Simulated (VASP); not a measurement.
Input of a VASP 6.6.1 run:

File INCAR:

```
PREC     = Accurate       # precision mode
ENCUT    = 600            # plane-wave cutoff, eV
EDIFF    = 1E-6           # SCF threshold, eV
ISMEAR   = -1             # smearing method
SIGMA    = 0.05           # smearing width, eV
LREAL    = F              # projectors in reciprocal space
LASPH    = T              # aspherical terms in the spheres
NELM     = 120            # most SCF steps
ALGO     = Fast           # electronic algorithm
ISIF     = 3              # what is computed and relaxed
LWAVE    = F              # write WAVECAR
LCHARG   = F              # write CHGCAR
ISPIN    = 2              # spin polarisation
MAGMOM   = 1 0            # initial moments
LORBIT   = 11             # projections on sites
LMAXMIX  = 4              # l up to which the mixer works
GGA      = 91             # functional
IBRION   = 2              # ionic algorithm
NSW      = 40             # ionic steps
EDIFFG   = -0.02          # ionic threshold
```

File KPOINTS:

```
regular mesh
0
Gamma
  11 11 11
```

File POSCAR:

```
NiO
1.0
    0.0000000000      2.0859016414      2.0859016414
    2.0859016414      0.0000000000      2.0859016414
    2.0859016414      2.0859016414      0.0000000000
Ni O
1 1
Direct
    0.0000000000      0.0000000000      0.0000000000
    0.5000000000      0.5000000000      0.5000000000
```

Potentials or basis: VASP PAW PBE potentials, release 64 (Ni, O).

The run is started by

```console
$ cat potpaw_PBE.64/Ni/POTCAR potpaw_PBE.64/O/POTCAR > POTCAR
$ mpirun -np 1 vasp_std > vasp.out
```

Task: What does it give for the space group after relaxing (to 0.05 Å)?

Result: Fm-3m (No. 225).

Task: Estimate the relaxed volume.

Result: 9.15 Å³/atom.

Final structure:
```
CELL_PARAMETERS angstrom
0.00000 2.09195 2.09195
2.09195 0.00000 2.09195
2.09195 2.09195 0.00000
ATOMIC_POSITIONS crystal
Ni 0.00000 0.00000 0.00000
O 0.50000 0.50000 0.50000
```

Caveat: the PAW data sets were made with another functional, which shifts forces and pressure a little; a cell with one magnetic atom can't hold antiferromagnetic order, which such compounds often take. Zero-point motion and thermal expansion aren't in these numbers.
